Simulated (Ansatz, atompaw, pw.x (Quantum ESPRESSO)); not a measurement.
pw.x on bcc Ce: one setting changed

Potential: PAW, atompaw 4.2.0.5, PBE; core [Kr] 4d10, reference 4f1 5s2 5p6 5d2 6s1 6p0; waves: 5s (bound): rc 1.85 bohr; 6s (bound): rc 3.00 bohr; 5p (bound): rc 1.90 bohr; 6p (bound, empty): rc 3.00 bohr; 5d (bound): rc 3.00 bohr; 5d channel at 1.6 Ry: rc 3.00 bohr; 4f (bound): rc 1.50 bohr; 4f channel at 0.2 Ry: rc 1.50 bohr; local part: bessel scheme, radius 2.95 bohr; core correction: smooth core density matched at 2.45 bohr; augmentation: besselshape compensation charge, radius 2.40 bohr; PAW radius 3.00 bohr; waves and projectors: custom rrkj gramschmidtortho.

The reference run (k-mesh 12³, cutoffs 100/900 Ry, Fermi–Dirac 0.01 Ry, mixing_beta 0.4, conv_thr 1e-9, no spin) gives 0.36 GPa at 28.600 Å³/atom, where all-electron LAPW gives 0.09 GPa. This run, with its own iteration cap, changes mixing_beta to 0.7.

```
&control
  calculation='scf', prefix='x', pseudo_dir='./', outdir='./tmp', tstress=.true., disk_io='none'
/
&system
  ibrav=0, nat=1, ntyp=1, ecutwfc=100, ecutrho=900, nbnd=14,
  occupations='smearing', smearing='fd', degauss=0.01
/
&electrons
  conv_thr=1e-09, mixing_beta=0.7, electron_maxstep=50
/
ATOMIC_SPECIES
Ce 1.0 Ce.UPF
CELL_PARAMETERS angstrom
  -1.92649852 1.92649852 1.92649852
  1.92649852 -1.92649852 1.92649852
  1.92649852 1.92649852 -1.92649852
ATOMIC_POSITIONS crystal
Ce 0.0000 0.0000 0.0000
K_POINTS automatic
12 12 12 0 0 0
```

```bash
pw.x < Ce.scf.in > Ce.scf.out
```

**Question.** How does the run end?

**Answer.** It converges in 19 iterations; the free energy moves by +0.0 meV/atom and the pressure by +0.00 GPa. The result is that of the reference run.

```
Message from routine setup:
     using ibrav=0 with symmetry is DISCOURAGED, use correct ibrav instead
     lattice parameter (alat)  =       6.3056  a.u.
     unit-cell volume          =     193.0024 (a.u.)^3
     number of electrons       =        12.00
     number of Kohn-Sham states=           14
     kinetic-energy cutoff     =     100.0000  Ry
     charge density cutoff     =     900.0000  Ry
     scf convergence threshold =      1.0E-09
     Exchange-correlation= SLA PW PBX PBC
     number of k points=    72  Fermi-Dirac smearing, width (Ry)=  0.0100
     iteration #  1     ecut=   100.00 Ry     beta= 0.70
     total energy              =    -481.82613496 Ry
     estimated scf accuracy    <       0.18069738 Ry
     iteration #  2     ecut=   100.00 Ry     beta= 0.70
     total energy              =    -481.49581270 Ry
     estimated scf accuracy    <       3.12486589 Ry
     iteration #  3     ecut=   100.00 Ry     beta= 0.70
     total energy              =    -482.02255624 Ry
     estimated scf accuracy    <       0.03264048 Ry
     iteration #  4     ecut=   100.00 Ry     beta= 0.70
     total energy              =    -482.03816809 Ry
     estimated scf accuracy    <       0.00949046 Ry
     iteration #  5     ecut=   100.00 Ry     beta= 0.70
     total energy              =    -482.02645494 Ry
     estimated scf accuracy    <       0.03646249 Ry
     iteration #  6     ecut=   100.00 Ry     beta= 0.70
     total energy              =    -482.03525084 Ry
     estimated scf accuracy    <       0.00398731 Ry
     [... 7 iterations left out ...]
     iteration # 14     ecut=   100.00 Ry     beta= 0.70
     total energy              =    -482.03509795 Ry
     estimated scf accuracy    <       0.00000458 Ry
     iteration # 15     ecut=   100.00 Ry     beta= 0.70
     total energy              =    -482.03509866 Ry
     estimated scf accuracy    <       0.00000010 Ry
     iteration # 16     ecut=   100.00 Ry     beta= 0.70
     total energy              =    -482.03509871 Ry
     estimated scf accuracy    <       0.00000002 Ry
     iteration # 17     ecut=   100.00 Ry     beta= 0.70
     total energy              =    -482.03509871 Ry
     estimated scf accuracy    <       0.00000002 Ry
     iteration # 18     ecut=   100.00 Ry     beta= 0.70
     total energy              =    -482.03509871 Ry
     estimated scf accuracy    <       0.00000002 Ry
     iteration # 19     ecut=   100.00 Ry     beta= 0.70
     the Fermi energy is    14.2341 ev
!    total energy              =    -482.03509871 Ry
     estimated scf accuracy    <          7.6E-10 Ry
     smearing contrib. (-TS)   =      -0.02255112 Ry
     convergence has been achieved in  19 iterations
          total   stress  (Ry/bohr**3)                   (kbar)     P=        3.65
     Message from routine punch:
     Nothing written, as per user request (disk_io='none')
```

The run took about 2.1 min on one core of a shared server CPU.
